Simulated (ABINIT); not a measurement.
Here is an ABINIT 10.8.3 (patched build) calculation.

The input run.abi:

```
# Pseudopotentials
pp_dirpath "./"
pseudos "Bi.hgh, Te.hgh, Se.hgh"

# Structure
acell 3*1.0 Angstrom
rprim
     2.0915000000     1.2075280880     9.7123333333
    -2.0915000000     1.2075280880     9.7123333333
     0.0000000000    -2.4150561760     9.7123333333
ntypat 3
znucl 83 52 34
natom 5
typat 1 1 2 3 3
xred
     0.6019400000     0.6019400000     0.6019400000
     0.3980600000     0.3980600000     0.3980600000
     0.0000000000     0.0000000000     0.0000000000
     0.7884000000     0.7884000000     0.7884000000
     0.2116000000     0.2116000000     0.2116000000

# Plane-wave basis
ecut 598.650497 eV

# k points
kptopt 1
ngkpt 5 5 5
nshiftk 1
shiftk 0.0 0.0 0.0

# Exchange and correlation
ixc 7

# Bands and occupations
nband 18
occopt 3
tsmear 0.05 eV

# SCF cycle
nstep 100
tolvrs 1.0e-10

# Output
iomode 3
prtwf 0
prtden 0
prteig 0
prtebands 0
enunit 2
```

Potentials or basis: HGH LDA.

Run with:

```console
$ abinit run.abi > log 2>&1
```

(1) Estimate the largest force.

(2) What does it give for the band gap on the k mesh?

Answers

(1) 1.739 eV/Å.

(2) 0.40 eV, direct.

Caveat: spin-orbit coupling is left out, which as a rule narrows the gap of such compounds by several tenths of an eV; an odd mesh through Γ misses points on the zone boundary, where band edges often lie; HGH potentials are hard and often keep d shells in the core, so these values are rough; forces of over 1 eV/Å show positions far from the minimum, so gaps and moduli don't describe the material at rest.
